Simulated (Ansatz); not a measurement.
# CuO (P-6m2) in Ansatz: relaxation of cell and atoms with LDA

Aim: the relaxation of cell and atoms of CuO with LDA.

Program: Ansatz 0.2.0. These are calculated values, not measurements. Logs are shortened: lines on timing, memory, paths and dates and some standing lists are left out, and cuts for length are marked.

## 1. The crystal as given

It takes space group P-6m2 (No. 187, hexagonal). The conventional cell has a = 2.836 Å, b = 2.836 Å, c = 2.768 Å, α = 90.00°, β = 90.00°, γ = 120.00°. Cu (site symmetry -6m2) is surrounded by 6 O at 2.14 Å. O (site symmetry -6m2) is surrounded by 6 Cu at 2.14 Å.

Measurements of this composition are mostly on another form, of space group No. 15.

## 2. Relaxation of cell and atoms, LDA

Contents of input.yaml:

```yaml
crystal:
  lattice:
    - [2.83632511, 0.0, 0.0]
    - [-1.41816255, 2.4563296, 0.0]
    - [0.0, 0.0, 2.76811278]
  atoms:
    - { symbol: Cu, position: [0.0, 0.0, 0.0] }
    - { symbol: O, position: [0.6666666667, 0.3333333333, 0.5] }
kpoints:
  mp_grid: { grid: [9, 9, 8] }
scf:
  occupations: { method: fermi_dirac, width: 0.05 }
hamiltonian:
  xc: lda
  pseudopotentials: { kind: all_electron, lapw: { basis_error: 0.002 } }
output:
  forces: true
  stress: true
relax:
  f_tol: 0.01
  max_steps: 60
  cell: {}
```

Potentials or basis: all-electron LAPW, scalar-relativistic.

The run is started by

```sh
$ ansatz run input.yaml --threads 1 --pin off --max-ram 3072MiB --backend cpu --events-out ev --progress --plain --runs-dir out
```

Output:

```text
Warning: RAYON_NUM_THREADS=1 ignored (pool sized by the plan → 1); use --threads N
The last accepted step is kept in <dir> (removed where the run ends without a failure and the disk answers)
LAPW: plane waves up to 9.632 Å⁻¹, error target 2.0e-3 eV per atom; small_component_spin mean_spin; O in spheres of 0.936 Å, 8 of its electrons in bands, Dirac shells []; Cu in spheres of 1.144 Å, 19 of its electrons in bands, Dirac shells [] (how accurate: hamiltonian.pseudopotentials.lapw.basis_error, Limitations)
Engine: ansatz 0.2.0, aarch64-unknown-linux-gnu
Pseudopotentials: kind: all_electron
Pseudopotential: Cu, LAPW, valence charge 19, lapw/all_electron/scalar/gaussian/Cu, Koelling and Harmon's equation, gaussian nucleus
Pseudopotential: O, LAPW, valence charge 8, lapw/all_electron/scalar/gaussian/O, Koelling and Harmon's equation, gaussian nucleus
Functional definition: SPW92
  exchange = slater_x
  correlation = pw_c
Crystal: 2 atoms, lattice volume = 19.285 Å³
Basis set: ecut = 353.4531188960857 eV, 315 PW (Γ), exchange–correlation at level 2
Bands: 18, of which v1, the nominal top of the filled ones, is band 14 counted from 1 (13 counted from 0)
Symmetry: 12 space group operations
Space group: P-6m2 (ITA 187), of the structure as read, at distance tolerance 2.7e-5 Å
k-points: 60 of 648 (time reversal used)
Non-local potential: Cu, projectors of the file, none
Non-local potential: O, projectors of the file, none
Initial density: superposition of atomic densities (chi_scale 0.1, normalization cell, long waves kept (reshape's long-wave potential 0.00 eV rms))
Initial wavefunctions: plane waves of lowest kinetic energy (no species holds an atomic orbital)
Functional: x = slater, c = lda
iter 1 solved again at ethr=1.99e-2 eV; its pass at ethr=1.00e-1 eV (dr2=5.38e0 eV) is discarded
SCF iter   1: F=—  HF=-47002.034024 eV  |F-HF|=—  |Δ(HF+E_count)|=         —  Δρ=1.51e-1  dr2=5.38e0  ethr=1.99e-2  ⟨swp⟩=2.0  Hψ=7036  notcnv=0
preconditioner: auto → none  [metal: Δε(μ)=0.017 eV  Ē_g=14.277 eV  σ=0.050 eV  W_gap=0.08  n_scr=8 (ndim 8)  ℏωp=34.9 eV  f_vac=0.000  D(μ)=4.45/eV (n_scr^D=82)  sad-step TF]
SCF iter   2: F=—  HF=-47003.123258 eV  |F-HF|=—  |Δ(HF+E_count)|=    1.09e0  Δρ=9.54e-2  dr2=1.76e0  ethr=1.99e-2  ⟨swp⟩=2.5  Hψ=3218  notcnv=0
iter 3 solved again at ethr=7.15e-5 eV; its pass at ethr=6.52e-3 eV (dr2=1.93e-2 eV) is discarded
SCF iter   3: F=—  HF=-46999.338617 eV  |F-HF|=—  |Δ(HF+E_count)|=    3.78e0  Δρ=1.60e-2  dr2=1.93e-2  ethr=7.15e-5  ⟨swp⟩=2.0  Hψ=5516  notcnv=0
SCF iter   4: F=—  HF=-46999.121396 eV  |F-HF|=—  |Δ(HF+E_count)|=         —  Δρ=1.14e-2  dr2=3.31e-2  ethr=7.15e-5  ⟨swp⟩=3.0  Hψ=3530  notcnv=0
the basis was enlarged: its passes take 83.6 KiB over the memory plan, 1 of 1 planned eigensolver slots
SCF iter   5: F=—  HF=-46999.113551 eV  |F-HF|=—  |Δ(HF+E_count)|=   7.84e-3  Δρ=3.95e-3  dr2=3.77e-3  ethr=7.15e-5  ⟨swp⟩=2.0  Hψ=3236  notcnv=0
SCF iter   6: F=—  HF=-46999.111777 eV  |F-HF|=—  |Δ(HF+E_count)|=   1.77e-3  Δρ=4.97e-4  dr2=4.68e-5  ethr=1.39e-5  ⟨swp⟩=2.0  Hψ=2996  notcnv=0
SCF iter   7: F=—  HF=-46999.111729 eV  |F-HF|=—  |Δ(HF+E_count)|=   4.74e-5  Δρ=3.54e-4  dr2=2.88e-5  ethr=1.73e-7  ⟨swp⟩=2.1  Hψ=3000  notcnv=0
SCF iter   8: F=—  HF=-46999.111720 eV  |F-HF|=—  |Δ(HF+E_count)|=   9.05e-6  Δρ=8.73e-5  dr2=1.80e-6  ethr=1.07e-7  ⟨swp⟩=2.0  Hψ=2995  notcnv=0
SCF iter   9: F=—  HF=-46999.111720 eV  |F-HF|=—  |Δ(HF+E_count)|=   4.58e-7  Δρ=2.59e-5  dr2=1.60e-7  ethr=6.65e-9  ⟨swp⟩=2.0  Hψ=2995  notcnv=0
SCF iter  10: F=-46999.111720 eV  HF=-46999.111720 eV  |F-HF|=8.22e-10  |Δ(HF+E_count)|=   5.77e-8  Δρ=1.82e-6  dr2=7.80e-10  ethr=5.94e-10  ⟨swp⟩=2.0  Hψ=2995  notcnv=0
SCF 1 converged in 10 iterations: F = -46999.111720 eV  dr2 = 7.80e-10
relax step   1: F+E_penalty+E_count = -46999.11171958 eV  Δ(F+E_penalty+E_count) = +0.000e0 eV  max|allowed force component| = 2.082e-17 eV/Å  Δτ_max = 0.0000 Å  P = -16.479 GPa  Ω = 19.285 Å³  (10 SCF iters, accepted)
Crystal: 2 atoms, lattice volume = 18.477 Å³
Basis set: ecut = 363.68659158347845 eV, 315 PW (Γ), exchange–correlation at level 2
Initial density: handed on by an earlier stage of this run
Initial wavefunctions: those handed on with the density
iter 1 solved again at ethr=1.85e-6 eV; its pass at ethr=1.00e-1 eV (dr2=4.99e-4 eV) is discarded
SCF iter   1: F=—  HF=-46999.198363 eV  |F-HF|=—  |Δ(HF+E_count)|=         —  Δρ=1.77e-3  dr2=4.99e-4  ethr=1.85e-6  ⟨swp⟩=4.0  Hψ=6826  notcnv=0
preconditioner: auto → none  [insulator: Δε(μ)=0.114 eV  Ē_g=15.218 eV  σ=0.050 eV  W_gap=0.51  n_scr=8 (ndim 8)  ℏωp=35.6 eV  f_vac=0.002  D(μ)=1.86/eV (n_scr^D=20)  ε∞_Penn≈6.5]
iter 2 solved again at ethr=1.33e-7 eV; its pass at ethr=1.85e-6 eV (dr2=3.58e-5 eV) is discarded
SCF iter   2: F=—  HF=-46999.197913 eV  |F-HF|=—  |Δ(HF+E_count)|=   4.50e-4  Δρ=5.59e-4  dr2=3.58e-5  ethr=1.33e-7  ⟨swp⟩=2.0  Hψ=5221  notcnv=0
SCF iter   3: F=—  HF=-46999.197751 eV  |F-HF|=—  |Δ(HF+E_count)|=   1.62e-4  Δρ=8.75e-4  dr2=1.71e-4  ethr=1.33e-7  ⟨swp⟩=3.0  Hψ=3311  notcnv=0
SCF iter   4: F=—  HF=-46999.197663 eV  |F-HF|=—  |Δ(HF+E_count)|=   8.81e-5  Δρ=2.71e-4  dr2=1.25e-5  ethr=1.33e-7  ⟨swp⟩=2.0  Hψ=2994  notcnv=0
SCF iter   5: F=—  HF=-46999.197658 eV  |F-HF|=—  |Δ(HF+E_count)|=   4.60e-6  Δρ=7.35e-5  dr2=6.47e-7  ethr=4.62e-8  ⟨swp⟩=2.0  Hψ=2993  notcnv=0
SCF iter   6: F=-46999.197658 eV  HF=-46999.197658 eV  |F-HF|=2.31e-9  |Δ(HF+E_count)|=   1.08e-8  Δρ=8.88e-6  dr2=8.35e-9  ethr=2.39e-9  ⟨swp⟩=2.0  Hψ=2992  notcnv=0
SCF 2 converged in 6 iterations: F = -46999.197658 eV  dr2 = 8.35e-9
relax step   2: F+E_penalty+E_count = -46999.19765846 eV  Δ(F+E_penalty+E_count) = -8.594e-2 eV  max|allowed force component| = 1.272e-17 eV/Å  Δτ_max = 0.0000 Å  P = -8.846 GPa  Ω = 18.477 Å³  (6 SCF iters, accepted)
Crystal: 2 atoms, lattice volume = 17.569 Å³
Basis set: ecut = 376.11949145709656 eV, 315 PW (Γ), exchange–correlation at level 2
iter 1 solved again at ethr=1.42e-6 eV; its pass at ethr=1.00e-1 eV (dr2=3.83e-4 eV) is discarded
SCF iter   1: F=—  HF=-46999.221519 eV  |F-HF|=—  |Δ(HF+E_count)|=         —  Δρ=1.72e-3  dr2=3.86e-4  ethr=1.42e-6  ⟨swp⟩=4.0  Hψ=6757  notcnv=0
preconditioner: auto → none  [metal: Δε(μ)=0.092 eV  Ē_g=15.753 eV  σ=0.050 eV  W_gap=0.42  n_scr=8 (ndim 8)  ℏωp=36.5 eV  f_vac=0.001  D(μ)=1.78/eV (n_scr^D=20)]
SCF iter   2: F=—  HF=-46999.221080 eV  |F-HF|=—  |Δ(HF+E_count)|=   4.39e-4  Δρ=7.78e-4  dr2=8.01e-5  ethr=1.42e-6  ⟨swp⟩=3.0  Hψ=3226  notcnv=0
SCF iter   3: F=—  HF=-46999.220830 eV  |F-HF|=—  |Δ(HF+E_count)|=   2.50e-4  Δρ=8.80e-4  dr2=1.66e-4  ethr=2.97e-7  ⟨swp⟩=3.0  Hψ=3239  notcnv=0
SCF iter   4: F=—  HF=-46999.220746 eV  |F-HF|=—  |Δ(HF+E_count)|=   8.35e-5  Δρ=2.82e-4  dr2=1.40e-5  ethr=2.97e-7  ⟨swp⟩=2.0  Hψ=2992  notcnv=0
iter 5 solved again at ethr=1.44e-9 eV; its pass at ethr=5.20e-8 eV (dr2=3.90e-7 eV) is discarded
[... 13 lines left out ...]
SCF iter   5: F=-46999.221900 eV  HF=-46999.221900 eV  |F-HF|=9.43e-9  |Δ(HF+E_count)|=   2.46e-7  Δρ=1.23e-5  dr2=1.90e-8  ethr=7.04e-11  ⟨swp⟩=2.0  Hψ=5144  notcnv=0
SCF 4 converged in 5 iterations: F = -46999.221900 eV  dr2 = 1.90e-8
relax step   4: F+E_penalty+E_count = -46999.22190009 eV  Δ(F+E_penalty+E_count) = -1.159e-3 eV  max|allowed force component| = 8.095e-18 eV/Å  Δτ_max = 0.0000 Å  P = -0.179 GPa  Ω = 17.724 Å³  (5 SCF iters, accepted)
Crystal: 2 atoms, lattice volume = 17.711 Å³
Basis set: ecut = 374.09685652451816 eV, 315 PW (Γ), exchange–correlation at level 2
iter 1 solved again at ethr=6.57e-10 eV; its pass at ethr=1.00e-1 eV (dr2=1.77e-7 eV) is discarded
SCF iter   1: F=—  HF=-46999.221909 eV  |F-HF|=—  |Δ(HF+E_count)|=         —  Δρ=2.32e-5  dr2=7.37e-8  ethr=6.57e-10  ⟨swp⟩=5.0  Hψ=6727  notcnv=0
preconditioner: auto → none  [metal: Δε(μ)=0.097 eV  Ē_g=15.644 eV  σ=0.050 eV  W_gap=0.44  n_scr=8 (ndim 8)  ℏωp=36.4 eV  f_vac=0.002  D(μ)=1.78/eV (n_scr^D=20)]
iter 2 solved again at ethr=2.20e-11 eV; its pass at ethr=2.73e-10 eV (dr2=5.95e-9 eV) is discarded
SCF iter   2: F=—  HF=-46999.221909 eV  |F-HF|=—  |Δ(HF+E_count)|=   1.01e-7  Δρ=7.04e-6  dr2=5.94e-9  ethr=2.20e-11  ⟨swp⟩=2.0  Hψ=5405  notcnv=0
SCF iter   3: F=-46999.221909 eV  HF=-46999.221909 eV  |F-HF|=6.87e-8  |Δ(HF+E_count)|=   5.25e-8  Δρ=1.01e-5  dr2=2.02e-8  ethr=2.20e-11  ⟨swp⟩=3.0  Hψ=3336  notcnv=0
SCF 5 converged in 3 iterations: F = -46999.221909 eV  dr2 = 2.02e-8
relax step   5: F+E_penalty+E_count = -46999.22190886 eV  Δ(F+E_penalty+E_count) = -8.772e-6 eV  max|allowed force component| = 1.503e-17 eV/Å  Δτ_max = 0.0000 Å  P = -0.001 GPa  Ω = 17.711 Å³  (3 SCF iters, accepted)
Basis set: ecut = 374.09685652451816 eV, 279 PW (Γ), exchange–correlation at level 2
iter 1 solved again at ethr=1.18e-10 eV; its pass at ethr=1.00e-1 eV (dr2=3.18e-8 eV) is discarded
SCF iter   1: F=—  HF=-46999.221952 eV  |F-HF|=—  |Δ(HF+E_count)|=         —  Δρ=4.18e-5  dr2=2.70e-8  ethr=1.18e-10  ⟨swp⟩=4.8  Hψ=8077  notcnv=0  reapply=37
SCF iter   2: F=—  HF=-46999.221952 eV  |F-HF|=—  |Δ(HF+E_count)|=   2.96e-7  Δρ=2.65e-5  dr2=5.75e-8  ethr=1.00e-10  ⟨swp⟩=3.0  Hψ=3149  notcnv=0
iter 3 solved again at ethr=8.08e-12 eV; its pass at ethr=1.00e-10 eV (dr2=2.18e-9 eV) is discarded
SCF iter   3: F=-46999.221952 eV  HF=-46999.221952 eV  |F-HF|=6.67e-8  |Δ(HF+E_count)|=   1.50e-8  Δρ=1.67e-5  dr2=2.18e-9  ethr=8.08e-12  ⟨swp⟩=2.0  Hψ=5144  notcnv=0
SCF 6 converged in 3 iterations: F = -46999.221952 eV  dr2 = 2.18e-9
relax step   6: F+E_penalty+E_count = -46999.22195203 eV  Δ(F+E_penalty+E_count) = -4.317e-5 eV  max|allowed force component| = 1.156e-17 eV/Å  Δτ_max = 0.0000 Å  P = -0.003 GPa  Ω = 17.711 Å³  stress off target by 2.18e-2 GPa  SCF on the basis re-selected at this cell (its energy is not comparable with the rows above)  (3 SCF iters)
basis re-selected at this cell: Δ(F+E_penalty+E_count) = -4.317e-5 eV, ΔP = -0.002 GPa vs the last step (what re-selecting the basis moved, after the strain that the cell walked since its last selection, with what the two solves' SCF thresholds leave and, on support functions, any second-order correction that the steps lacked; it is no measure of the basis error at this ecutwfc). This SCF's stress stands 2.18e-2 GPa from its target on what of the cell is left free (relax.cell.stress_tol is 5.00e-2 GPa) and its largest allowed force component is 1.16e-17 eV/Å (relax.f_tol is 1.00e-2 eV/Å): within both
SCF converged after 3 iterations
Free energy (F): -46999.221952 eV
Harris-Foulkes:  -46999.221952 eV  (|F-HF|=6.67e-8)
Internal energy: -46999.206275 eV  (E = F + TS)
E sigma→0 (E₀):  -46999.214113 eV
Entropy (-TS):   -0.015677 eV (-7.839 meV/atom)
Fermi energy:    13.899679 eV
--- Per-component energies (eV) ---
  E_band       = -1351.486651
  E_kinetic    = 47746.100817
  E_xc         = -1989.158454
  E_electrostatic = -92756.148638  (all electrons and nuclei)
  E_smearing   = -0.015677  (= −TS)
  E_closure    = 0.000000  (closes the sum)
  E_atoms      = -46988.138357  (free atoms, spherical and without spin; not in F)
  Σ components = -46999.221952   (vs F -46999.221952, Δ=0.00e0)
  Basis errors (estimates in eV, not in F): energy 7.9e-4 per atom: plane waves 6.8e-4 (3.9e-4 summed), levels above the bands 3.7e-129, relativity 5.7e-9, radial functions 1.1e-4, core shells 2.9e-9; eigenvalues (radial functions only) 1.1e-5; not estimated: angular momenta, meshes, grids; target (lapw.basis_error) 2.0e-3; muffin-tin radii O 0.909 Å, Cu 1.112 Å
--- Forces (eV/Å), atoms counted from 1 ---
  atom   1  Cu    -0.00000000    -0.00000000     0.00000000
  atom   2  O     -0.00000000     0.00000000     0.00000000
  max |Σ_I F_I| component: 2.78e-17 eV/Å
--- Stress (GPa, compression-positive) ---
        0.007052      -0.000000      -0.000000
       -0.000000       0.007052       0.000000
       -0.000000       0.000000      -0.021832
  P = ⅓ Tr σ = -0.0026 GPa (-0.026 kbar)
--- Relaxed structure (5 steps of the walk, 5 accepted, 1 SCFs on fresh bases) ---
  F+E_penalty+E_count = -46999.22195203 eV   max|allowed force component| = 1.156e-17 eV/Å   (the final SCF, on the basis selected at the relaxed cell)
  cell:  # Å, volume = 17.7112 Å³
    - [2.7939636253252353, -2.8436369251086574e-9, -3.594916335607964e-18]
    - [-1.396981810199956, 2.4196434782031395, 1.797458164635343e-18]
    - [-3.50846023039158e-18, 3.3133262789128837e-34, 2.6198470887319805]
  atoms:
    - { symbol: Cu, position: [-3.700743415524895e-17, -5.227121468913093e-34, -4.529658798356859e-35] }
    - { symbol: O, position: [0.6666666666666667, 0.3333333333333333, 0.5] }
```

Run time: 49 s. Hardware: 1 thread of Arm Neoverse V2, shared host; peak memory 0.3 GiB.

What came out:

| Item | Value |
| --- | --- |
| Free energy | -46999.2220 eV |
| Relaxed volume | 8.86 Å³/atom |
| Relaxed cell | a = 2.794 Å, b = 2.794 Å, c = 2.620 Å, α = 90.00°, β = 90.00°, γ = 120.00° |
| Space group after relaxing (to 0.05 Å) | P-6m2 (No. 187) |
| Energy gained by relaxing | 55.1 meV/atom |
| Ionic steps | 6 |
| Pressure after relaxing | 0.0 GPa |

Step by step:
```csv
step,energy change (eV),largest force (eV/Å),volume (Å³)
1,0.0000,0.0000,19.29
2,-0.0859,0.0000,18.48
3,-0.1090,0.0000,17.57
4,-0.1102,0.0000,17.72
5,-0.1102,0.0000,17.71
6,-0.1102,0.0000,17.71
```

Final structure:
```
Cu O
1.0
     2.79396    0.00000    0.00000
    -1.39698    2.41964    0.00000
     0.00000    0.00000    2.61985
Cu O
1 1
Direct
  0.00000 0.00000 0.00000
  0.66667 0.33333 0.50000
```

Caveat: the k mesh is thin for a metal, which can move the energy by tens of meV per atom; the run has no spin polarisation, though such a crystal can be magnetic.
